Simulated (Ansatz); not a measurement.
**What strain does to NaCl (zincblende)**

NaCl built on the zincblende prototype, relaxed with r2SCAN in Ansatz 0.2.0. The symmetry is F-43m (No. 216, cubic); conventional cell a = 6.175 Å, 29.43 Å³ an atom. Na is surrounded by 4 Cl at 2.67 Å; Cl is surrounded by 4 Na at 2.67 Å.

The axes x, y and z are those of this cell:
```
CELL_PARAMETERS angstrom
0.00000 3.08727 3.08727
3.08727 0.00000 3.08727
3.08727 3.08727 0.00000
ATOMIC_POSITIONS crystal
Na 0.00000 0.00000 0.00000
Cl 0.25000 0.25000 0.25000
```

Unstrained: PBE gives a direct gap of 4.942 eV at Γ. r2SCAN gives a direct gap of 5.552 eV at Γ. HSE06 gives a direct gap of 6.246 eV at Γ. Meshes: PBE 8×8×8, r2SCAN 8×8×8, HSE06 6×6×6. Strains are changes of length per length, and xy shears are angles. After each strain the atoms were relaxed again with r2SCAN within the symmetry that the strain leaves, so tilts or polar shifts that break it weren't tested; points keep the names that they have in the unstrained zone. These are computed values for a spin-unpolarised cell that may be hypothetical; none is a measurement.

Changes of the least gap in eV (an overlap counts as a negative gap):
```json
{"strain": "uniaxial +4.01 % along x", "volume change (%)": "+4.0", "space group": "I-4m2", "PBE": "-0.112", "r2SCAN": "-0.109", "HSE06": "-0.118", "energy rise, r2SCAN (meV/atom)": "2.8"}
{"strain": "xy shear, engineering strain (angle) -0.48 %", "volume change (%)": "0.0", "space group": "Imm2", "PBE": "-0.006", "r2SCAN": "-0.006", "HSE06": "-0.006", "energy rise, r2SCAN (meV/atom)": "0.0"}
{"strain": "epitaxial +5.99 % in the xy plane, free normal strain -13.45 %", "volume change (%)": "-2.8", "space group": "I-4m2", "PBE": "-0.094", "r2SCAN": "-0.082", "HSE06": "-0.090", "energy rise, r2SCAN (meV/atom)": "0.5"}
```

Uniaxial +4.01 % along x, other directions held. HSE06: the gap goes from 6.246 to 6.128 eV (-0.118 eV); with r2SCAN the top three valence levels at Γ, degenerate before, become 2+1 from the top over 42 meV. Stress change with r2SCAN, compression positive: xx -0.78, yy -0.64, zz -0.64 GPa.

Xy shear, engineering strain (angle) -0.48 %. HSE06: the gap goes from 6.246 to 6.240 eV (-0.006 eV); with r2SCAN the top three valence levels at Γ, degenerate before, become 1+1+1 from the top over 12 meV. Stress change with r2SCAN, compression positive: xx 0.00, yy 0.00, zz 0.00, xy +0.03 GPa.

Epitaxial +5.99 % in the xy plane, free normal strain -13.45 %. HSE06: the gap goes from 6.246 to 6.156 eV (-0.090 eV); with r2SCAN the top three valence levels at Γ, degenerate before, become 1+2 from the top over 120 meV. Stress change with r2SCAN, compression positive: xx +0.13, yy +0.13, zz -0.01 GPa.

The meshes of the hybrids are coarse, so their gaps aren't converged to the digits shown.

The splittings at Γ are without spin-orbit coupling, which regroups them where it is of like size or larger.
